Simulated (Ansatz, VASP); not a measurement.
**Nb, level by level in two programs**

```
CELL_PARAMETERS angstrom
-1.66395 1.66395 1.66395
1.66395 -1.66395 1.66395
1.66395 1.66395 -1.66395
ATOMIC_POSITIONS crystal
Nb 0.00000 0.00000 0.00000
```

Single points on this cell with VASP 6.6.1 and Ansatz 0.2.0. Each row is one pair of runs. Alike in all rows: spin: off; k mesh: 11 × 11 × 11; Ansatz's potentials, cutoff: Ansatz PAW, 420 eV.

| level | smearing | VASP's potentials, cutoff | gap on the k mesh at the Fermi level (eV), VASP | gap on the k mesh at the Fermi level (eV), Ansatz | pressure (GPa), VASP | pressure (GPa), Ansatz |
| --- | --- | --- | --- | --- | --- | --- |
| LDA | gaussian, width 0.1 eV | VASP PAW LDA potentials, release 64 (Nb_sv_GW), 550 eV | none | none | -12.3 | -11.5 |
| LDA | gaussian, width 0.1 eV | VASP PAW LDA potentials, release 54 (Nb_sv), 520 eV | none | none | -11.7 | -11.5 |
| PBE | gaussian, width 0.05 eV | VASP PAW PBE potentials, release 64 (Nb_sv_GW), 550 eV | none | none | -2.9 | -1.8 |

Pressure (GPa): the two programs differ by at most 1.05.

A gap of «none» marks a metal or a gap that the smearing closes.

Caveats: the PAW data sets come from PBE, with cores solved anew for the run's functional, which leaves a small shift of forces and pressure (Ansatz).
